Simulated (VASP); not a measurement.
Wanted: the native input for a VASP 6.6.1 run.

- Task: single point
- Functional: HSE06
- Potentials or basis: VASP PAW PBE potentials, release 64 (Li_sv, H)
- Cutoff: 520 eV
- k mesh: 8 × 8 × 8
- Occupations: gaussian, width 0.01 eV
- Spin: no spin polarisation
- Dipole correction: no
- Exchange at q = 0: truncated
- Grid for exact exchange (PRECFOCK): Normal
- Screening parameter: 0.2079 1/A
- Further INCAR settings: ALGO = Normal; EDIFF = 1e-06; NBANDS = 9

LiH:

```
Li H
1.0
     2.50166    0.00000    0.00000
     0.00000    2.50166    0.00000
     0.00000    0.00000    2.64400
Li H
1 1
Direct
  0.00000 0.00000 0.00000
  0.50000 0.50000 0.50000
```

The cell was built by a generator and needn't be a form met in nature.

The cell isn't the ideal one: uniaxial_z strain +5.7%.

These files were run (other wordings do the same):

POSCAR

```
LiH
1.0
    2.5016587118      0.0000000000      0.0000000000
    0.0000000000      2.5016587118      0.0000000000
    0.0000000000      0.0000000000      2.6440030925
Li H
1 1
Direct
    0.0000000000      0.0000000000      0.0000000000
    0.5000000000      0.5000000000      0.5000000000
```

INCAR.step1

```
SYSTEM = LiH
  ALGO = Normal
  EDIFF = 1E-5
  ENCUT = 520
  GGA = PE
  ISIF = 2
  ISMEAR = 0
  LASPH = .TRUE.
  LCHARG = .FALSE.
  LREAL = .FALSE.
  LWAVE = .TRUE.
  NBANDS = 9
  NELM = 100
  PREC = Accurate
  SIGMA = 0.01
```

INCAR.step2

```
SYSTEM = LiH
  ALGO = Normal
  EDIFF = 1E-6
  ENCUT = 520
  GGA = PE
  HFSCREEN = 0.2079
  ISIF = 2
  ISMEAR = 0
  ISTART = 1
  LASPH = .TRUE.
  LCHARG = .FALSE.
  LHFCALC = .TRUE.
  LREAL = .FALSE.
  LWAVE = .FALSE.
  NBANDS = 9
  NELM = 100
  PREC = Accurate
  PRECFOCK = Normal
  SIGMA = 0.01
```

KPOINTS

```
k-points
0
G
  8 8 8
  0 0 0
```

Potentials or basis: VASP PAW PBE potentials, release 64 (Li_sv, H).

Command:

```console
$ cat potpaw_PBE.64/Li_sv/POTCAR potpaw_PBE.64/H/POTCAR > POTCAR
$ cp INCAR.step1 INCAR
$ mpirun -np 1 vasp_std > vasp.out
$ cp INCAR.step2 INCAR
$ mpirun -np 1 vasp_std > vasp.out
```

It gave:

The band gap on the k mesh is 1.00 eV, indirect (least direct gap 5.00 eV).

It took 11 min on 1 thread of Intel(R) Xeon(R) Platinum 8259CL CPU @ 2.50GHz (Skylake/Cascade Lake), on a shared host, peak memory 0.24 GiB.
